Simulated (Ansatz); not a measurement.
## Kick test of a cell of LiH

The structure comes from a generated guess, relaxed at this level; another structure or a mixture of phases may lie lower.

Computed with DFT PBE, scalar-relativistic, plane waves, PAW (Ansatz 0.2.0). Plane waves to 420 eV, a k mesh through Γ of 12×12×12 on the computed 2-atom cell and Gaussian smearing (0.02 eV); no spin polarisation.

The cell below (2 atoms, space group Pm-3m (No. 221)) is relaxed within its symmetry.

```cif
data_structure
_symmetry_space_group_name_H-M 'P 1'
_symmetry_Int_Tables_number 1
_cell_length_a 2.5070
_cell_length_b 2.5070
_cell_length_c 2.5070
_cell_angle_alpha 90.000
_cell_angle_beta 90.000
_cell_angle_gamma 90.000
_cell_volume 15.76
loop_
_atom_site_label
_atom_site_type_symbol
_atom_site_fract_x
_atom_site_fract_y
_atom_site_fract_z
_atom_site_occupancy
Li1 Li 0.50000 0.50000 0.50000 1
H1 H 0.00000 0.00000 0.00000 1
```

For the test a repeat of it with 4 atoms (edges 2.51, 2.51, 5.01 Å) was strained at random (σ = 1.5 % a component), the atoms were moved at random (σ = 0.15 Å), and all was relaxed again on a coarse 6×6×4 mesh (in the run’s order of axes) with 0.10 eV smearing, with no symmetry imposed.

Q: Is the structure stable against such a distortion?

A: It doesn't return. The energy falls by 185 meV/atom on that mesh, the volume changes by 3.8 %, and the end has space group P6_3/mmc (No. 194) at a loose tolerance. Relaxed again on a 12×12×6 mesh with 0.02 eV smearing, the new structure lies 181 meV/atom below the first (mesh in the axes of the run's cell; the cell below is made exact in the group named). Space group P6_3/mmc (No. 194), hexagonal, a = 2.780 Å, c = 4.885 Å. Li is surrounded by 6 H at 2.02 Å; around H lie 6 Li at 2.02 Å.

Space group P6_3/mmc (No. 194). a = 2.780 Å, b = 2.780 Å, c = 4.885 Å, α = 90.00°, β = 90.00°, γ = 120.00°
```
atom  site  symmetry       x       y       z
  Li    2a      -3m. 0.0000  0.0000  0.0000
   H    2d      -6m2  0.6667  0.3333  0.2500
```
